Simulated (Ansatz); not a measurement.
This Cu structure is the end of a relaxation. The cell was found from a structure generator's guess, not taken from experiment.

Computed with DFT PBE, scalar-relativistic, plane waves, PAW (Ansatz 0.2.0). Cutoff 420 eV, Γ-centred mesh, Gaussian smearing, no spin polarisation.

```yaml
crystal:
  lattice:
    - [0.00000, 3.36485, 3.36485]
    - [3.36485, 0.00000, 3.36485]
    - [3.36485, 3.36485, 0.00000]
  atoms:
    - { symbol: Cu, position: [0.62500, 0.62500, 0.62500] }
    - { symbol: Cu, position: [0.62500, 0.62500, 0.12500] }
    - { symbol: Cu, position: [0.62500, 0.12500, 0.62500] }
    - { symbol: Cu, position: [0.12500, 0.62500, 0.62500] }
    - { symbol: Cu, position: [0.00000, 0.00000, 0.00000] }
    - { symbol: Cu, position: [0.25000, 0.25000, 0.25000] }
```

Energies count from the standard state of Cu at the same level.

Task: What space group does it have?

Result: Fd-3m (No. 227). Conventional cell: a = 6.730 Å. Cu on a site of symmetry -3m has 6 Cu at 2.38 Å and 6 Cu at 2.79 Å; Cu on a site of symmetry -43m has 16 Cu at 2.79–2.91 Å.

Task: How far does it lie from the standard state of Cu?

Result: +0.16 eV/atom. So it is a metastable form at best.

Task: Is it a metal?

Result: Yes, bands cross the Fermi level on the 10×10×10 mesh.

The last run used a 10×10×10 mesh for its 6-atom cell and Gaussian smearing of 0.10 eV. Symmetry constrained the relaxation, so the result can be a saddle point.
